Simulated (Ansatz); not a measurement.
**CdF2: band gap under strain**

Aim: follow the gap of CdF2 (fluorite) through these states: +3.7 % biaxial strain in x and y, free along z; +3.7 % strain along [111] alone; -3.0 % shear in the xy plane. The table at the end shows which levels were run.

Program: Ansatz 0.2.0. PAW datasets, plane waves. Spin-unpolarised throughout; all numbers are computed.

### Step 1. The cell

The unstrained cell was relaxed with r2SCAN; in each strained cell the atoms were relaxed again with r2SCAN. Names of k-points are those of the unstrained zone, where strain can split equivalent points. First state: +3.7 % biaxial strain in x and y, free along z.

Space group I4/mmm (No. 139), tetragonal; a = 3.952 Å, c = 5.250 Å in the conventional setting, 13.67 Å³ an atom. Around Cd lie 8 F at 2.37 Å; around F lie 4 Cd at 2.37 Å and 2 F at 2.63 Å.

Coordinates:

```xyz
3
Lattice="0.0000 2.7947 2.6251 2.7947 0.0000 2.6251 2.7947 2.7947 0.0000" Properties=species:S:1:pos:R:3 pbc="T T T"
Cd    0.0000    0.0000    0.0000
F     1.3973    1.3973    1.3125
F     4.1920    4.1920    3.9376
```

### Step 2. +3.7 % biaxial strain in x and y, free along z: PBE

File input.yaml:

```yaml
crystal:
  lattice:
    - [0.0, 2.7946705085, 2.6250771134]
    - [2.7946705085, 0.0, 2.6250771134]
    - [2.7946705085, 2.7946705085, 0.0]
  atoms:
    - { symbol: Cd, position: [0.0, 0.0, 0.0] }
    - { symbol: F, position: [0.25, 0.25, 0.25] }
    - { symbol: F, position: [0.75, 0.75, 0.75] }
kpoints:
  mp_grid: { grid: [8, 8, 8] }
  band_path:
    path:
      - [0.0, 0.0, 0.0]
      - [0.5, 0.0, 0.5]
      - [0.625, 0.25, 0.625]
      - [0.375, 0.375, 0.75]
      - [0.5, 0.5, 0.5]
      - [0.5, 0.25, 0.75]
      - [0.161458, -0.5, -0.338542]
    npoints: 1
hamiltonian:
  xc: pbe
scf:
  occupations: { method: fermi_dirac, width: 0.02 }
  n_extra_bands: 4
output:
  forces: true
  stress: true
  eigenvalues: true
```

Launch:

```bash
$ ansatz run input.yaml --threads 4 --pin off --max-ram 3686MiB --backend cpu --events-out ev --progress --plain --runs-dir out
```

The runs that follow: +3.7 % biaxial strain in x and y, free along z: r2SCAN; +3.7 % biaxial strain in x and y, free along z: HSE06; +3.7 % strain along [111] alone: PBE; +3.7 % strain along [111] alone: r2SCAN; +3.7 % strain along [111] alone: HSE06; -3.0 % shear in the xy plane: PBE; -3.0 % shear in the xy plane: r2SCAN; -3.0 % shear in the xy plane: HSE06.

Before running it: what results should come out?

**Answer**, as computed:

Least gap in eV (negative: overlap):

| state | PBE | r2SCAN | HSE06 |
| --- | --- | --- | --- |
| +3.7 % biaxial strain in x and y, free along z | 2.79 | 3.48 | 4.88 |
| +3.7 % strain along [111] alone | 2.98 | 3.66 | 5.07 |
| -3.0 % shear in the xy plane | 3.10 | 3.79 | 5.21 |

In words: Where both were run, the HSE06 gap lies +2.09 to +2.11 eV from PBE's, each on its own k points. In PBE the gap is least under +3.7 % biaxial strain in x and y, free along z (2.79 eV) and largest under -3.0 % shear in the xy plane (3.10 eV).
